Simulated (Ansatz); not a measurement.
GaSb:

```
CELL_PARAMETERS angstrom
0.00000 3.05900 3.05900
3.05900 0.00000 3.05900
3.05900 3.05900 0.00000
ATOMIC_POSITIONS crystal
Sb 0.75000 0.75000 0.75000
Ga 0.00000 0.00000 0.00000
```

```yaml
Program: Ansatz 0.2.0
Task: relaxation of cell and atoms
Functional: HF
Potentials_or_basis: Ansatz PAW
Cutoff: "420 eV (not typed: the program's choice for these potentials)"
k_mesh: 4 × 4 × 4
Occupations: fermi-dirac, width 0.05 eV
Spin: no spin polarisation
```

At the start: volume 28.62 Å³/atom.

How do energy, volume and symmetry change on relaxing?

It ends after 5 steps and the volume is 30.26 Å³/atom (+5.7 %); space group F-43m (No. 216, to 0.05 Å).

The path:
```csv
step,energy change (eV),largest force (eV/Å),volume (Å³)
1,0.0000,0.0000,57.25
2,-0.0146,0.0000,62.88
3,-0.0323,0.0000,60.74
4,-0.0326,0.0000,60.52
5,-0.0354,0.0000,60.52
```

Final structure:
```
CELL_PARAMETERS angstrom
0.00000 3.11610 3.11610
3.11610 0.00000 3.11610
3.11610 3.11610 0.00000
ATOMIC_POSITIONS crystal
Sb 0.75000 0.75000 0.75000
Ga 0.00000 0.00000 0.00000
```

Caveat: the k mesh is coarse (spacing up to 0.44 Å⁻¹), so the values aren't converged, least of all with exact exchange; the plane-wave basis is chosen anew once the cell has moved, so the energies of steps on either side of that aren't comparable; the PAW data sets come from PBE, with cores solved anew for the run's functional, which leaves a small shift of forces and pressure.
